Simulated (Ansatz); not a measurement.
## Squeezing InSb (CsCl type)

```yaml
crystal:
  lattice:
    - [3.80627, 0.00000, 0.00000]
    - [0.00000, 3.80627, 0.00000]
    - [0.00000, 0.00000, 3.80627]
  atoms:
    - { symbol: In, position: [0.00000, 0.00000, 0.00000] }
    - { symbol: Sb, position: [0.50000, 0.50000, 0.50000] }
```

The cell comes from a relaxation on PAW files under the same functional, begun from a prototype that needn't be the stable phase.

Its volume is scaled at fixed shape and fractional positions.

Computed with Ansatz 0.2.0; functional PBE, scalar-relativistic. Settings: a Γ-centred 11×11×11 k mesh, Fermi–Dirac smearing of 0.08 eV, no spin polarisation. Methods: LAPW: all electrons, basis error target 1 meV/atom; PAW: frozen-core files, cutoff 420 eV; crystal datasets: all electrons, by PAW datasets that the program makes for each cell; norm-conserving: pseudopotentials, cutoff 1088 eV; PAW (cutoff 1000 eV): frozen-core files, cutoff 1000 eV.

Energies are extrapolated to zero smearing and count from the unscaled cell; pressure is positive in compression; gaps take the mesh and a band path. No temperature or zero-point motion is included.

Spin–orbit coupling is left out, which matters for the heavy atoms.

| V/V0 | V (Å³/atom) | P LAPW (GPa) | ΔE LAPW (eV/atom) | P PAW − LAPW (GPa) | ΔE PAW − LAPW (meV/atom) |
| --- | --- | --- | --- | --- | --- |
| 1.00 | 27.57 | 0.01 | 0.000 | 0.00 | 0.0 |
| 0.94 | 25.92 | 3.25 | 0.016 | -0.01 | 0.0 |
| 0.88 | 24.26 | ? | ? | ? | ? |
| 0.80 | 22.06 | 17.25 | 0.238 | -0.01 | -0.1 |
| 0.72 | 19.85 | 33.2 | 0.575 | 0.00 | -0.1 |
| 0.64 | 17.65 | 60.7 | 1.204 | 0.03 | 0.0 |
| 0.55 | 15.16 | 118.5 | 2.540 | 0.09 | 1.0 |

Q: Fit the Vinet equation to the LAPW pressures shown (residuals weighted by 1/(|P| + 0.03·Pmax)), and predict the pressure of the withheld row.

A: The fit gives V0 = 27.59 Å³/atom, B0 = 42.4 GPa and B0′ = 5.54. At 24.26 Å³/atom, x = (V/V0)^(1/3) = 0.9580, and P = 3·B0·(1 − x)/x²·exp[1.5·(B0′ − 1)·(1 − x)] = 7.74 GPa. The run itself gave 7.83 GPa (-1.1 % off) and ΔE = 0.072 eV/atom.

Q: From the table, what is the rise of the enthalpy H = E + pV up to the last row, and how stiff is the crystal between the last two rows?

A: ΔH = 2.540 eV + (118.5 GPa × 15.16 Å³ − 0.01 GPa × 27.57 Å³) × 0.006242 eV/(GPa·Å³) = 13.76 eV/atom, of which pV makes 82 %. The mean bulk modulus there is −ΔP/Δln V = 381 GPa.

Q: At the smallest volume, how far do crystal datasets and norm-conserving and PAW (cutoff 1000 eV) lie from LAPW in pressure?

A: crystal datasets: 0.00 GPa; norm-conserving: +0.15 GPa; PAW (cutoff 1000 eV): +0.01 GPa, on a LAPW pressure of 118.5 GPa.

Q: How do the Löwdin populations by LAPW change from the unscaled cell to the last row?

A: In 5s 1.52 → 1.21, In 5p 1.63 → 2.12, In 4d 9.99 → 9.96, Sb 5s 1.75 → 1.51, Sb 5p 3.07 → 3.18 electrons an atom. These are projections on the shells that the free atoms fill; 0.06 e a cell lies outside them at the start and 0.11 e at the end.
